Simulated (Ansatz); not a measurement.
We consider skutterudite CoSb3, described by B3LYP (VWN-RPA form) (Ansatz, a program for electronic structure, PAW).

Numerical settings: plane-wave cutoff 460 eV, 4×4×4 k mesh, Fermi–Dirac smearing 0.01 eV, no spin polarisation, scalar-relativistic PAW data made under PBE.

Cell (measured lattice):

```cif
data_Co4Sb12
_chemical_formula_sum 'Co4 Sb12'
_space_group_name_H-M_alt 'P 1'
_space_group_IT_number 1
_cell_length_a 7.82634
_cell_length_b 7.82634
_cell_length_c 7.82634
_cell_angle_alpha 109.471
_cell_angle_beta 109.471
_cell_angle_gamma 109.471
loop_
_space_group_symop_operation_xyz
  'x, y, z'
loop_
_atom_site_label
_atom_site_type_symbol
_atom_site_fract_x
_atom_site_fract_y
_atom_site_fract_z
_atom_site_occupancy
Co1 Co 0.00000 0.00000 0.50000 1
Co2 Co 0.50000 0.50000 0.50000 1
Co3 Co 0.50000 0.00000 0.00000 1
Co4 Co 0.00000 0.50000 0.00000 1
Sb1 Sb 0.84024 0.66676 0.50700 1
Sb2 Sb 0.50700 0.84024 0.66676 1
Sb3 Sb 0.17348 0.84024 0.33324 1
Sb4 Sb 0.49300 0.15976 0.33324 1
Sb5 Sb 0.82652 0.15976 0.66676 1
Sb6 Sb 0.66676 0.50700 0.84024 1
Sb7 Sb 0.66676 0.82652 0.15976 1
Sb8 Sb 0.15976 0.66676 0.82652 1
Sb9 Sb 0.33324 0.49300 0.15976 1
Sb10 Sb 0.33324 0.17348 0.84024 1
Sb11 Sb 0.15976 0.33324 0.49300 1
Sb12 Sb 0.84024 0.33324 0.17348 1
```

**Question.** Give the computed band gap.

**Answer.** 
* **band gap**: 1.02 eV (on the SCF k mesh)

Measured, for comparison: band gap 0.63 eV (temperature not stated, not corrected to a static lattice; as tabulated in Kim et al. (2020), doi:10.1038/s41597-020-00723-8).

Note: cell and atoms aren't relaxed at this level (largest force component 0.35 eV/Å, pressure 4.2 GPa).

Spin–orbit coupling is not included; with these elements it can move the gap by several tenths of an eV or more.

Computed values are for the static lattice.
